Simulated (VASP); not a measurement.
Set up this calculation in VASP 6.6.1, as the native input.

```yaml
Task: single point
Functional: r2SCAN
Potentials_or_basis: VASP PAW PBE potentials, release 64 (Cs_sv, Br)
Cutoff: 520 eV
k_mesh: 6 × 6 × 6
Occupations: gaussian, width 0.01 eV
Spin: no spin polarisation
Dipole_correction: no
Further_INCAR_settings: ALGO = Normal; EDIFF = 1e-07; NBANDS = 15
```

CsBr:

```xyz
2
Lattice="4.3099 -0.0095 -0.0095 -0.0095 4.3099 -0.0095 -0.0095 -0.0095 4.3099" Properties=species:S:1:pos:R:3 pbc="T T T"
Cs    0.0000    0.0000    0.0000
Br    2.1454    2.1454    2.1454
```

The cell was built by a generator and needn't be a form met in nature.

The cell isn't the ideal one: shear_111 strain -0.7%.

These files were run (other wordings do the same):

POSCAR

```
CsBr
1.0
    4.3098752850     -0.0095026314     -0.0095026314
   -0.0095026314      4.3098752850     -0.0095026314
   -0.0095026314     -0.0095026314      4.3098752850
Cs Br
1 1
Direct
    0.0000000000      0.0000000000      0.0000000000
    0.5000000000      0.5000000000      0.5000000000
```

INCAR.step1

```
PREC = Accurate
ENCUT = 520
ISMEAR = 0
SIGMA = 0.01
LREAL = False
LASPH = True
NELM = 100
NBANDS = 15
GGA = PE
ALGO = Normal
EDIFF = 1E-4
LWAVE = True
LCHARG = False
```

INCAR.step2

```
PREC = Accurate
ENCUT = 520
EDIFF = 1E-7
ISMEAR = 0
SIGMA = 0.01
LREAL = False
LASPH = True
NELM = 100
ALGO = Normal
ISIF = 2
LWAVE = False
LCHARG = True
METAGGA = R2SCAN
LMIXTAU = True
LELF = True
LVHAR = True
NBANDS = 15
ISTART = 1
```

KPOINTS

```
Automatic mesh
0
Gamma
  6 6 6
```

Potentials or basis: VASP PAW PBE potentials, release 64 (Cs_sv, Br).

Launch:

```sh
$ cat potpaw_PBE.64/Cs_sv/POTCAR potpaw_PBE.64/Br/POTCAR > POTCAR
$ cp INCAR.step1 INCAR
$ mpirun -np 1 vasp_std > vasp.out
$ cp INCAR.step2 INCAR
$ mpirun -np 1 vasp_std > vasp.out
```

Results of the run:

The pressure is 0.2 GPa and the band gap on the k mesh is 5.22 eV, direct.

Caveat: the PAW data sets were made with another functional, which shifts forces and pressure a little; spin-orbit coupling is left out, which moves the levels of the heavy elements.

Run time: 83 s on 1 thread of Intel(R) Xeon(R) Platinum 8259CL CPU @ 2.50GHz (Skylake/Cascade Lake) (shared host), peak memory 0.2 GiB.
